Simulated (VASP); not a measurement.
AlN: relaxation of cell and atoms with r2SCAN

AlN:

```
CELL_PARAMETERS angstrom
3.11300 0.00000 0.00000
-1.55650 2.69594 0.00000
0.00000 0.00000 4.98100
ATOMIC_POSITIONS crystal
Al 0.33333 0.66667 0.00000
Al 0.66667 0.33333 0.50000
N 0.33333 0.66667 0.38000
N 0.66667 0.33333 0.88000
```

```
Program                : VASP 6.6.1
Task                   : relaxation of cell and atoms
Functional             : r2SCAN
Potentials or basis    : VASP PAW PBE potentials, release 64 (Al, N)
Cutoff                 : 600 eV
k mesh                 : 12 × 12 × 6
Occupations            : gaussian, width 0.03 eV
Spin                   : no spin polarisation
Further INCAR settings : ALGO = Normal; EDIFF = 1e-06; IBRION = 2; EDIFFG = -0.01; NSW = 90; ISIF = 3
```

```json
{
  "Relaxed volume": "10.39 Å³/atom",
  "Relaxed cell": "a = 3.104 Å, b = 3.104 Å, c = 4.978 Å, α = 90.00°, β = 90.00°, γ = 120.00°",
  "Space group after relaxing (to 0.05 Å)": "P6_3mc (No. 186)",
  "Energy gained by relaxing": "0.5 meV/atom",
  "Ionic steps": "6",
  "Pressure after relaxing": "0.0 GPa",
  "Largest force after relaxing": "0.004 eV/Å",
  "Band gap on the k mesh": "4.94 eV, direct"
}
```

Forces on the atoms (eV/Å):
```
Al   0.000  0.000 -0.004
Al   0.000  0.000 -0.004
N    0.000  0.000  0.004
N    0.000  0.000  0.004
```

Stress tensor (GPa, compression positive):
```
 0.09  0.00  0.00
 0.00  0.09  0.00
 0.00  0.00 -0.07
```

The path:
| step | energy change (eV) | largest force (eV/Å) | pressure (GPa) | volume (Å³) |
| --- | --- | --- | --- | --- |
| 1 | 0.0000 | 0.1251 | -1.25 | 41.80 |
| 2 | 0.0001 | 0.0987 | 1.29 | 41.31 |
| 3 | -0.0021 | 0.0151 | -0.03 | 41.56 |
| 4 | -0.0021 | 0.0120 | -0.01 | 41.55 |
| 5 | -0.0021 | 0.0101 | 0.02 | 41.55 |
| 6 | -0.0022 | 0.0039 | 0.04 | 41.54 |

Final structure:
```cif
data_structure
_symmetry_space_group_name_H-M 'P 1'
_symmetry_Int_Tables_number 1
_cell_length_a 3.1044
_cell_length_b 3.1044
_cell_length_c 4.9777
_cell_angle_alpha 90.000
_cell_angle_beta 90.000
_cell_angle_gamma 120.000
_cell_volume 41.54
loop_
_atom_site_label
_atom_site_type_symbol
_atom_site_fract_x
_atom_site_fract_y
_atom_site_fract_z
_atom_site_occupancy
Al1 Al 0.33333 0.66667 0.99926 1
Al2 Al 0.66667 0.33333 0.49926 1
N1 N 0.33333 0.66667 0.38074 1
N2 N 0.66667 0.33333 0.88074 1
```

Levels at points of the mesh, in eV from the valence-band top:
```csv
k point,band 6,band 7,band 8,band 9,band 10,band 11
"(0.00, 0.00, 0.00)",-0.22,-0.22,0.00,4.94,7.56,11.63
"(0.50, 0.00, 0.00)",-2.13,-1.77,-0.70,6.45,6.58,9.07
"(0.00, 0.00, 0.50)",-0.56,-0.56,-0.56,7.28,7.28,11.33
"(0.50, 0.00, 0.50)",-1.49,-1.39,-1.39,6.01,6.01,10.16
```

Run time: 5.5 min on 1 thread of Intel(R) Xeon(R) 6975P-C (Granite Rapids) (shared host), peak memory 0.2 GiB.

Caveat: the PAW data sets were made with another functional, which shifts forces and pressure a little. r2SCAN opens gaps a little over a GGA but as a rule still falls short of measured ones.
